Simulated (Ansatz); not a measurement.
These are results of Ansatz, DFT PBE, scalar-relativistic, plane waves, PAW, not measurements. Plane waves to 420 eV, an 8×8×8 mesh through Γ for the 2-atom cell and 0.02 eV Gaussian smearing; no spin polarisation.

Formation energies are uncorrected and count from the elements' standard states at the same level.

Problem. Propose a candidate for a cubic wide-gap insulator that holds O and 1 more element, with a gap near 3.7 eV, a formation energy near −2.95 eV/atom and a density near 3.30 g/cm³, in a cell of 2 atoms. Its symmetry should be Fm-3m (No. 225).

Solution. CaO, space group Fm-3m (No. 225). Ca is surrounded by 6 O at 2.42 Å; O has 6 Ca at 2.42 Å.

```cif
data_structure
_symmetry_space_group_name_H-M 'Fm-3m'
_symmetry_Int_Tables_number 225
_cell_length_a 4.8307
_cell_length_b 4.8307
_cell_length_c 4.8307
_cell_angle_alpha 90.000
_cell_angle_beta 90.000
_cell_angle_gamma 90.000
_cell_volume 112.73
loop_
_atom_site_label
_atom_site_type_symbol
_atom_site_symmetry_multiplicity
_atom_site_Wyckoff_symbol
_atom_site_fract_x
_atom_site_fract_y
_atom_site_fract_z
_atom_site_occupancy
Ca1 Ca 4 a 0.00000 0.00000 0.00000 1
O1 O 4 b 0.50000 0.00000 0.00000 1
```

| Quantity | Value |
| --- | --- |
| Volume per atom | 14.09 Å³ |
| Density | 3.30 g/cm³ |
| Formation energy | −2.947 eV/atom |
| Gap on the 8×8×8 mesh of the 2-atom cell | 3.66 eV |

The cell was reached from a generator's guess, though it ends in a space group that the Crystallography Open Database lists for this formula. The answer needn't be unique; the calculation gave this one.

Kohn–Sham gaps at this level usually fall short of measured ones. A later test with randomly moved atoms came back to the same energy, though modes that don't fit the test's cell weren't probed.
